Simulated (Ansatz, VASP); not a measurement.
CdS: VASP beside Ansatz

INCAR

```
ALGO = Normal
EDIFF = 1E-8
ENCUT = 520
GGA = PE
ISIF = 2
ISMEAR = -1
LASPH = True
LCHARG = False
LEFG = True
LREAL = False
LWAVE = False
NBANDS = 16
NELM = 100
PREC = Accurate
SIGMA = 0.03
```

KPOINTS

```
k-points
0
Gamma
  9 9 9
```

File POSCAR:

```
CdS
1.0
    0.0000000000      2.8904692102      2.8904692102
    2.8904692102      0.0000000000      2.8904692102
    2.8904692102      2.8904692102      0.0000000000
Cd S
1 1
Direct
    0.0000000000      0.0000000000      0.0000000000
    0.7500000000      0.7500000000      0.7500000000
```

Input for Ansatz:

```yaml
crystal:
  lattice:
    - [0.0, 2.8904692102, 2.8904692102]
    - [2.8904692102, 0.0, 2.8904692102]
    - [2.8904692102, 2.8904692102, 0.0]
  atoms:
    - { symbol: Cd, position: [0.0, 0.0, 0.0] }
    - { symbol: S, position: [0.75, 0.75, 0.75] }
kpoints:
  mp_grid: { grid: [9, 9, 9] }
scf:
  occupations: { method: fermi_dirac, width: 0.03 }
hamiltonian:
  xc: pbe
  pseudopotentials: { kind: paw }
output:
  forces: true
  stress: true
  eigenvalues: true
  efg: { contact_densities: true }
```

Change from the starting cell: volume scaled by 0.98, PAW files.

Alike in both runs: task electric field gradients; functional PBE; k mesh 9 × 9 × 9; occupations fermi-dirac, width 0.03 eV; no spin polarisation.

```csv
,VASP,Ansatz
version,VASP 6.6.1,Ansatz 0.2.0
potentials or method,"VASP PAW PBE potentials, release 64 (Cd, S)","PAW with Ansatz's default frozen-core files, scalar-relativistic"
plane-wave cutoff (eV),520,420
valence electrons in the cell,18,26
```

|  | VASP | Ansatz | Ansatz less VASP |
| --- | --- | --- | --- |
| gap on the k mesh at the Fermi level (eV) | 1.21 | 1.20 | -0.006 |
| pressure (GPa) | 5.1 | 4.7 | -0.40 |
| Vzz of the field gradient on the site that differs most (V/Å²) | 0.0 | 0.0 | 0.00 |

With one functional, cell and mesh, what is left measures potentials, basis and numerics. The two sets of potentials don't hold the same shells in valence. Ansatz warned: «gradients_without_spin_orbit».
